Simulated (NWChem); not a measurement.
**triplet C2H2Cl2: levels of theory compared**

Aim: a comparison of 5 runs (UHF/STO-3G, UHF/3-21G, UM06-2X/6-311+G**, UB3LYP/6-31G*) of triplet C2H2Cl2. 

The calculation is run with NWChem 7.3.0.

2 further runs of the same task are left out: 2 set aside as unsound or not needed.

## 1. The molecule

C2H2Cl2 has 6 atoms, charge 0, and is taken as a triplet. As SMILES of the parent species, `Cl/C=C\Cl`. The shape is that of a PBE0-D4/def2-TZVP optimisation. That shape belongs to the parent species and isn't relaxed for this state.

Bond lengths: Cl1–C2 1.705 Å, C2–C3 1.324 Å, C3–Cl4 1.705 Å, C2–H5 1.082 Å, C3–H6 1.082 Å. Angles: Cl1–C2–C3 124.9°, C2–C3–Cl4 124.9°, Cl1–C2–H5 114.8°, C3–C2–H5 120.4°, C2–C3–H6 120.4°, Cl4–C3–H6 114.8°.

## 2. The energy at UHF/STO-3G (run 1)

File a.nw:

```
start a
title "C2H2Cl2"
memory 2200 mb

geometry noautosym nocenter noautoz
 Cl    0.715370   -1.874620   -0.448160
 C     0.641760   -0.223420   -0.028920
 C    -0.475600    0.475660    0.100770
 Cl   -2.046720   -0.146510   -0.127570
 H     1.602850    0.246110    0.133560
 H    -0.437660    1.522780    0.370320
end

basis spherical bse
 * library STO-3G
end

scf
 triplet
 uhf
 thresh 1e-08
 maxiter 80
end

task scf energy
```

Launch:

```
$ nwchem a.nw > a.out
```

Standard output:

```text
[...]
  functions       =    30
[...]
  wavefunction    = UHF
[...]
         Total SCF energy =   -984.941979463364
      One electron energy =  -1731.357677752166
      Two electron energy =    560.299279772567
 Nuclear repulsion energy =    186.116418516235
                       Sz =      1.0000
                 Sz(Sz+1) =      2.0000
                      S^2 =      2.0267
[...]
```

It took 2.3 s on 1 thread of Intel Xeon 6975P-C (Granite Rapids), shared host; peak memory 0.1 GiB.

## 3. A single-point energy at UHF/3-21G (run 2)

File geom.xyz:

```xyz
6
cis-1,2-Dichloroethene
Cl     0.715370    -1.874620    -0.448160
C      0.641760    -0.223420    -0.028920
C     -0.475600     0.475660     0.100770
Cl    -2.046720    -0.146510    -0.127570
H      1.602850     0.246110     0.133560
H     -0.437660     1.522780     0.370320
```

File geom.nw:

```
START geom
TITLE "cis-1,2-Dichloroethene"
memory stack 880 mb heap 220 mb global 1100 mb

GEOMETRY units angstroms noautosym nocenter noautoz
 load format xyz geom.xyz
END

BASIS spherical bse
 * library 3-21G
END

SCF
 triplet
 uhf
 thresh 1e-08
 maxiter 80
 print low
END

TASK scf energy
```

Launch:

```
$ nwchem geom.nw > geom.out
```

Standard output:

```text
[...]
  functions       =    48
[...]
  wavefunction    = UHF
[...]
         Total SCF energy =   -990.884979971404
      One electron energy =  -1737.877533952893
      Two electron energy =    560.876135465254
 Nuclear repulsion energy =    186.116418516235
                       Sz =      1.0000
                 Sz(Sz+1) =      2.0000
                      S^2 =      2.0265
[...]
```

Run time: 2.9 s. Hardware: 1 thread of Intel Xeon 6975P-C (Granite Rapids), shared host; peak memory 0.1 GiB.

Runs 3 to 4 aren't shown in full; the table further down has their settings and results.

## 4. The energy at UB3LYP/6-31G(d) (Cartesian functions) (run 5)

File work.nw:

```
start work
title "cis-1,2-Dichloroethene"
memory 2200 mb

geometry units angstrom noautosym nocenter noautoz
Cl    0.715370   -1.874620   -0.448160
C     0.641760   -0.223420   -0.028920
C    -0.475600    0.475660    0.100770
Cl   -2.046720   -0.146510   -0.127570
H     1.602850    0.246110    0.133560
H    -0.437660    1.522780    0.370320
end

basis "ao basis" cartesian
* library 6-31G*
end

dft
xc b3lyp
mult 3
grid xfine
convergence energy 1e-08
maxiter 100
mulliken
print medium
end

task dft energy
```

Launch:

```
$ nwchem work.nw > work.out
```

Standard output:

```text
[...]
          Wavefunction type:  spin polarized.
          No. of atoms     :     6
          No. of electrons :    48
[...]
          Charge           :     0
          Spin multiplicity:     3
[...]
          AO basis - number of functions:    72
[...]
              XC Information
              --------------
                         B3LYP Method XC Potential
                     Hartree-Fock (Exact) Exchange  0.200
                        Slater Exchange Functional  0.800 local
                    Becke 1988 Exchange Functional  0.720 non-local
              Lee-Yang-Parr Correlation Functional  0.810
                  VWN I RPA Correlation Functional  0.190 local
[...]
 d= 0,ls=0.0,diis     1   -997.5677563287 -1.18D+03  9.18D-03  1.86D-01     4.4
[...]
 d= 0,ls=0.0,diis    11   -997.6264949792 -4.48D-09  1.83D-07  1.14D-10    42.3
[...]
         Total DFT energy =     -997.626494979200
      One electron energy =    -1744.061821616935
           Coulomb energy =      628.454866671372
    Exchange-Corr. energy =      -68.135958549872
 Nuclear repulsion energy =      186.116418516235
[...]
      Total Density - Mulliken Population Analysis
     ---------------------------------------------
    Atom       Charge   Shell Charges
 -----------   ------   -------------------------------------------------------
    1 Cl  17    16.94   2.00  1.99  5.97  1.47  3.59  0.52  1.41 -0.00
    2 C    6     6.26   1.99  0.70  2.07  0.55  0.92  0.03
    3 C    6     6.26   1.99  0.70  2.07  0.55  0.92  0.03
    4 Cl  17    16.94   2.00  1.99  5.97  1.47  3.59  0.52  1.41 -0.00
    5 H    1     0.80   0.52  0.28
    6 H    1     0.80   0.52  0.28
[...]
      <S2> =      2.0070 (Exact =     2.0000)
[...]
```

Wall time 43 s (1 thread of Intel Xeon 6975P-C (Granite Rapids), shared host); peak memory 0.13 GiB.

## 5. The series

| run | level | iteration cap | module | energy (Eh) | dipole moment (D) | HOMO energy (eV) | ⟨S²⟩ | wall time |
| --- | --- | --- | --- | --- | --- | --- | --- | --- |
| 1 | UHF/STO-3G | 80 | scf | -984.941979 | 2.73 | -6.23 | 2.027 | 2.3 s |
| 2 | UHF/3-21G | 80 | scf | -990.884980 | – | – | 2.026 | 2.9 s |
| 3 | UM06-2X/6-311+G** | 100 | dft | -997.605093 | – | – | 2.011 | 72 s |
| 4 | UB3LYP/6-31G* (spherical functions) | 100 | dft | -997.618150 | 1.46 | -3.00 | 2.007 | 36 s |
| 5 | UB3LYP/6-31G* (Cartesian functions) | 100 | dft | -997.626495 | 1.46 | -3.00 | 2.007 | 43 s |

## 6. Summary of results

```
                                 quantity          value
                      run 5: total energy  -997.62649 Eh
                     run 5: dipole moment         1.46 D
run 5: HOMO energy (highest over α and β)       -3.00 eV
                              run 5: ⟨S²⟩          2.007
```

Over runs 1, 4, 5 the dipole moment (its size) runs from 1.46 D (UB3LYP/6-31G*) to 2.73 D (UHF/STO-3G). The two ends differ in method and basis. Totals of different functionals can't be ranked against each other. In run 1 the basis is minimal, so the values are rough. All runs together took 2.6 min, the longest 72 s.
